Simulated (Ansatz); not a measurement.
# HgI3: single points about a listed cell

A set of self-consistent runs on HgI3 under swapped elements, distortions that keep the symmetry, to map its energy surface near the listed cell.

Method: DFT PBEsol, scalar-relativistic, plane waves, PAW, in Ansatz 0.2.0.

### Step 1. The system as given

Symmetry: I4/mmm, No. 139, tetragonal system. Conventional cell: a = 4.515 Å, b = 4.515 Å, c = 16.931 Å, α = 90.00°, β = 90.00°, γ = 90.00°. Hg (site symmetry 4/mmm) is surrounded by 4 I at 3.19 Å. I (site symmetry -4m2) is surrounded by 4 I at 3.19 Å. I (site symmetry 4/mmm) is surrounded by 4 Hg at 3.19 Å.

As a file:

```cif
data_structure
_symmetry_space_group_name_H-M 'P 1'
_symmetry_Int_Tables_number 1
_cell_length_a 9.0473
_cell_length_b 9.0473
_cell_length_c 9.0473
_cell_angle_alpha 151.101
_cell_angle_beta 151.101
_cell_angle_gamma 41.327
_cell_volume 172.57
loop_
_atom_site_label
_atom_site_type_symbol
_atom_site_fract_x
_atom_site_fract_y
_atom_site_fract_z
_atom_site_occupancy
Hg1 Hg 0.00000 0.00000 0.00000 1
I1 I 0.75000 0.25000 0.50000 1
I2 I 0.25000 0.75000 0.50000 1
I3 I 0.50000 0.50000 0.00000 1
```

The structure comes from the Materials Project (structure only).

### Step 2. Reference: the cell as listed

input.yaml reads:

```yaml
crystal:
  lattice:
    - [-2.257526, 2.257526, 8.465275]
    - [2.257526, -2.257526, 8.465275]
    - [2.257526, 2.257526, -8.465275]
  atoms:
    - { symbol: Hg, position: [0.0, 0.0, 0.0] }
    - { symbol: I, position: [0.75, 0.25, 0.5] }
    - { symbol: I, position: [0.25, 0.75, 0.5] }
    - { symbol: I, position: [0.5, 0.5, 0.0] }
basis:
  ecutwfc: 420
kpoints:
  mp_grid: { grid: [14, 14, 14] }
hamiltonian:
  xc: pbesol
scf:
  occupations: { method: gaussian, width: 0.1 }
output:
  forces: true
  stress: true
  eigenvalues: true
  populations: true
```

### Step 3. Substitution of an element, cell strained: I → F, first probe

input.yaml reads:

```yaml
crystal:
  lattice:
    - [-1.5881759805, 1.5881759805, 5.9553451093]
    - [1.5881759805, -1.5881759805, 5.9553451093]
    - [1.5881759805, 1.5881759805, -5.9553451093]
  atoms:
    - { symbol: Hg, position: [0.0, 0.0, 0.0] }
    - { symbol: F, position: [0.75, 0.25, 0.5] }
    - { symbol: F, position: [0.25, 0.75, 0.5] }
    - { symbol: F, position: [0.5, 0.5, 0.0] }
basis:
  ecutwfc: 420
kpoints:
  mp_grid: { grid: [8, 8, 8] }
hamiltonian:
  xc: pbesol
scf:
  occupations: { method: gaussian, width: 0.1 }
output:
  forces: true
  stress: true
  eigenvalues: true
```

### Step 4. Substitution of an element, cell strained: I → F

input.yaml: that of step 3 with these lines changed.

```diff
@@ -13,3 +13,3 @@
 kpoints:
-  mp_grid: { grid: [8, 8, 8] }
+  mp_grid: { grid: [18, 18, 18] }
 hamiltonian:
@@ -22 +22,2 @@
   eigenvalues: true
+  populations: true
```

### Step 5. Substitution of an element, cell strained: I → F, first probe

input.yaml reads:

```yaml
crystal:
  lattice:
    - [-1.5974522659, 1.5974522659, 5.9901293406]
    - [1.5974522659, -1.5974522659, 5.9901293406]
    - [1.5974522659, 1.5974522659, -5.9901293406]
  atoms:
    - { symbol: Hg, position: [0.0, 0.0, 0.0] }
    - { symbol: F, position: [0.75, 0.25, 0.5] }
    - { symbol: F, position: [0.25, 0.75, 0.5] }
    - { symbol: F, position: [0.5, 0.5, 0.0] }
basis:
  ecutwfc: 420
kpoints:
  mp_grid: { grid: [8, 8, 8] }
hamiltonian:
  xc: pbesol
scf:
  occupations: { method: gaussian, width: 0.1 }
output:
  forces: true
  stress: true
  eigenvalues: true
```

### Step 6. Substitution of an element, cell strained: I → F

input.yaml: that of step 5 with these lines changed.

```diff
@@ -13,3 +13,3 @@
 kpoints:
-  mp_grid: { grid: [8, 8, 8] }
+  mp_grid: { grid: [18, 18, 18] }
 hamiltonian:
@@ -22 +22,2 @@
   eigenvalues: true
+  populations: true
```

### Step 7. A change within the space group

input.yaml reads:

```yaml
crystal:
  lattice:
    - [-2.3282317143, 2.3282317143, 8.476449163]
    - [2.3282317143, -2.3282317143, 8.476449163]
    - [2.3282317143, 2.3282317143, -8.476449163]
  atoms:
    - { symbol: Hg, position: [0.0, 0.0, 0.0] }
    - { symbol: I, position: [0.75, 0.25, 0.5] }
    - { symbol: I, position: [0.25, 0.75, 0.5] }
    - { symbol: I, position: [0.5, 0.5, 0.0] }
basis:
  ecutwfc: 420
kpoints:
  mp_grid: { grid: [14, 14, 14] }
hamiltonian:
  xc: pbesol
scf:
  occupations: { method: gaussian, width: 0.1 }
output:
  forces: true
  stress: true
  eigenvalues: true
  populations: true
```

What does the calculation give? Wanted: for each run, case; energy; pressure; largest force.

The runs gave:

```
step                                              case  energy (meV/atom)  pressure (GPa)  largest force (eV/Å)  gap on the mesh (eV)
                                           listed cell                  0            -1.6                  0.00                  0.00
   4  substitution of an element, cell strained: I → F                n/a             1.7                  0.00                  0.00
   6  substitution of an element, cell strained: I → F                n/a             0.5                  0.00                  0.00
   7                   a change within the space group              +55.2            -2.9                  0.00                  0.00
```

Energies are counted from the listed cell, with the smearing taken to zero. Other atoms or functionals have another zero of energy (n/a). A gap of 0.00 means none on the mesh at this level.

In words: The listed cell carries -1.6 GPa and forces up to 0.00 eV/Å at this level, so it is not this functional's equilibrium. The comparable points lie above the listed cell. The runs treat Hg, I without spin-orbit coupling. Spin polarisation is off in the runs that give these values; a magnetic solution could lie lower.
